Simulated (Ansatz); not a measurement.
Ansatz results at the PBE0-D4/def2-TZVP geometry: HOMO–LUMO gap (B3LYP/def2-TZVPP) 7.00 eV; size of the dipole moment (B3LYP/def2-TZVPP) 2.22 D; HOMO–LUMO gap (PBE0/def2-TZVPP) 7.60 eV.

Each molecule was computed in one conformer, which needn't be the lowest.

Q: Which molecule gave them?
A. `CCC(=O)O`
B. `OCC1CO1`
C. `CSBS`
D. `C=C(O)OC`

A: D. The others give `CCC(=O)O`: 7.84, 1.63, 8.39; `OCC1CO1`: 8.52, 1.94, 9.15; `CSBS`: 5.87, 1.63, 6.27.

B3LYP here is the variant with VWN-RPA as its local correlation; programs differ in this.
